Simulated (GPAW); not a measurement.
I, 1 atom in the cell. The structure is monoclinic, space group C2/m (No. 12). The conventional cell has a = 5.077 Å, b = 7.413 Å, c = 2.880 Å, α = 90.00°, β = 124.24°, γ = 90.00°. I (site symmetry 2/m) is surrounded by 2 I at 2.88 Å. 

* Program: GPAW 26.7.0
* Task: single point
* Functional: LDA
* Potentials or basis: the program's PAW data sets (release 1.2.1) made for this functional
* Cutoff: 600 eV
* Basis: pw
* k mesh: 7 × 7 × 11
* Occupations: gaussian, width 0.1 eV
* Spin: no spin polarisation
* Maxiter: 150

Potentials or basis: the program's PAW data sets (release 1.2.1) made for this functional, pw.

Launch:

```console
$ OMP_NUM_THREADS=1 python run.py
```

Hardware: 1 thread of Intel(R) Xeon(R) Platinum 8488C (Sapphire Rapids), on a shared host.

Q: How long does it take, and how much memory?

A: Run time: 34 s on 1 thread of Intel(R) Xeon(R) Platinum 8488C (Sapphire Rapids), on a shared host, peak memory 0.21 GiB. Counts: scf iterations 10, plane waves 1517, bands 10, k points 156.
